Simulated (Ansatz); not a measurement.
Theory: DFT PBE, scalar-relativistic, plane waves, PAW (Ansatz 0.2.0). All cells share a 420 eV cutoff and Γ-centred k meshes spaced at most about 0.3 Å⁻¹ (about 0.25 or finer for metals, 2π included). No spin polarisation.

Each guess is relaxed in cell and atoms at zero pressure, on a coarse mesh first where it starts far from rest and then on a converged one. The steps can't lower the symmetry of the start, but it can rise. Energies are static (0 K, no zero-point motion).

Two unrelaxed guesses for BeH4:

Guess 1.

```
CELL_PARAMETERS angstrom
3.98177 0.00000 0.00000
0.00000 3.98177 0.00000
0.00000 0.00000 4.34750
ATOMIC_POSITIONS crystal
Be 0.50000 0.50000 0.50000
Be 0.00000 0.00000 0.00000
H 0.76813 0.35236 0.84217
H 0.85236 0.26813 0.34217
H 0.14764 0.73187 0.34217
H 0.64764 0.76813 0.15783
H 0.26813 0.14764 0.65783
H 0.73187 0.85236 0.65783
H 0.23187 0.64764 0.84217
H 0.35236 0.23187 0.15783
```

Guess 2.

```
CELL_PARAMETERS angstrom
3.16474 0.00000 0.00000
0.00000 3.16474 0.00000
0.00000 0.00000 4.47562
ATOMIC_POSITIONS crystal
Be 0.00000 0.00000 0.00000
H 0.50000 0.00000 0.25000
H 0.00000 0.50000 0.75000
H 0.50000 0.00000 0.75000
H 0.00000 0.50000 0.25000
```

Question: Do they relax into the same structure? If not, which is lower?

Answer: No. Guess 2 ends lower, by 36 meV/atom. Guess 1: P-42_1c at 6.9 Å³/atom → Im-3m at 4.9 Å³/atom; Guess 2: P4/mmm at 9.0 Å³/atom → P4/mmm at 6.1 Å³/atom. Counting H atoms around Be (those within 1.25 times the shortest such distance or 1.15 times the sum of covalent radii), the end of guess 1 and the end of guess 2 both have Be 8. End of guess 1. Conventional cell: a = 3.658 Å. Be is surrounded by 8 H at 1.58 Å; around H lie 2 Be at 1.58 Å and 6 H at 1.83 Å. End of guess 2. Conventional cell: a = 2.506 Å, c = 4.884 Å. Around Be lie 8 H at 1.57 Å; H is surrounded by 2 Be at 1.57 Å, 4 H at 1.77 Å and 1 H at 1.90 Å.

Ends held by symmetry can be saddle points. Even the lowest of the cells shown lies +0.54 eV/atom against the elements. No dispersion correction is applied, so the spacing and binding between layers, chains or molecules are poorly described (P4/mmm), and this can change margins and order among such cells. With hydrogen, zero-point motion can shift such differences by 10 meV/atom or more. Some candidate types were left out of the draw beforehand, so a known form may be missing.
